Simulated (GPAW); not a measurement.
The system is GaN.

```xyz
4
Lattice="3.1800 0.0000 0.0000 -1.5900 2.7540 0.0000 0.0000 0.0000 5.1660" Properties=species:S:1:pos:R:3 pbc="T T T"
Ga    1.5900    0.9180    2.5830
Ga    0.0000    1.8360    0.0000
N     1.5900    0.9180    4.5203
N     0.0000    1.8360    1.9373
```

* Program: GPAW 26.7.0
* Task: relaxation of cell and atoms
* Functional: revPBE
* Dispersion: D3(BJ)
* Potentials or basis: the program's PAW data sets (release 1.2.1) made for this functional
* Cutoff: 800 eV
* Basis: pw
* k mesh: 7 × 7 × 4
* Occupations: fermi-dirac, width 0.05 eV
* Spin: no spin polarisation

At the start: pressure 10.9 GPa; volume 11.31 Å³/atom.

Problem. Where does the relaxation end?

Solution. Over 6 steps the energy falls by 21.5 meV/atom and the volume is 11.89 Å³/atom (+5.2 %); space group P6_3mc (No. 186, to 0.05 Å).

The path:
| step | energy change (eV) | largest force (eV/Å) | pressure (GPa) | volume (Å³) |
| --- | --- | --- | --- | --- |
| 1 | 0.0000 | 0.1804 | 10.89 | 45.24 |
| 2 | -0.0263 | 0.0819 | 8.92 | 45.62 |
| 3 | -0.0826 | 0.1237 | 1.25 | 47.26 |
| 4 | -0.0850 | 0.0865 | 0.28 | 47.49 |
| 5 | -0.0858 | 0.0284 | -0.09 | 47.59 |
| 6 | -0.0858 | 0.0038 | -0.05 | 47.57 |

Final structure:
```cif
data_structure
_symmetry_space_group_name_H-M 'P 1'
_symmetry_Int_Tables_number 1
_cell_length_a 3.2324
_cell_length_b 3.2324
_cell_length_c 5.2577
_cell_angle_alpha 90.000
_cell_angle_beta 90.000
_cell_angle_gamma 120.000
_cell_volume 47.57
loop_
_atom_site_label
_atom_site_type_symbol
_atom_site_fract_x
_atom_site_fract_y
_atom_site_fract_z
_atom_site_occupancy
Ga1 Ga 0.66667 0.33333 0.49902 1
Ga2 Ga 0.33333 0.66667 0.99902 1
N1 N 0.66667 0.33333 0.87597 1
N2 N 0.33333 0.66667 0.37596 1
```

Caveat: the data sets keep Ga 3d, Li 1s and Be 1s frozen, and some such compounds lay over 1.5 % in volume off other programs; later steps reuse the first step's grids.
